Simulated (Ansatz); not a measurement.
## TaSi2 under changes of volume

One of the cells (14.468 Å³/atom); the others are scaled copies at fixed shape and fractional positions:

```
Ta Si
1.0
     4.78390    0.00000    0.00000
    -2.39195    4.14298    0.00000
     0.00000    0.00000    6.57000
Ta Si
3 6
Direct
  0.00000 0.50000 0.33333
  0.50000 0.50000 0.66667
  0.50000 0.00000 0.00000
  0.31794 0.15897 0.33333
  0.15897 0.84103 0.66667
  0.84103 0.68206 0.00000
  0.68206 0.84103 0.33333
  0.84103 0.15897 0.66667
  0.15897 0.31794 0.00000
```

- Program: Ansatz 0.2.0
- Functional: PBEsol
- Potentials or basis: Ansatz PAW
- Cutoff: 420 eV (not typed: the program's choice for these potentials)
- k mesh: 7 × 7 × 4
- Occupations: fermi-dirac, width 0.05 eV
- Spin: no spin polarisation

```csv
volume (Å³/atom),energy over the lowest point (meV/atom),pressure (GPa),largest force (eV/Å)
13.600,22.45,11.1,0.066
13.890,7.01,6.2,0.063
14.179,0.00,1.7,0.060
14.468,0.57,-2.2,0.059
14.758,7.96,-5.8,0.059
15.047,?,?,?
15.336,40.49,-11.9,0.062
```

Question: What does the run at 15.047 Å³/atom give?

Answer: Energy over the lowest point 21.47 meV/atom; pressure -9.0 GPa; largest force 0.060 eV/Å.

Worked out: A Birch-Murnaghan fit of order 3 (a polynomial in V^(-2/3)) to the other rows has its minimum at 14.30 Å³/atom with B0 = V·E''(V) = 198 GPa and B' = 4.2 at fixed shape and positions, which overstates the stiffness. It gives 21.46 meV/atom at 15.047 Å³/atom, against the run's 21.47, and -dE/dV = -9.1 GPa, against -9.0.

Energies are extrapolated to zero smearing.

Caveats: the PAW data sets come from PBE, with cores solved anew for the run's functional, which leaves a small shift of forces and pressure.
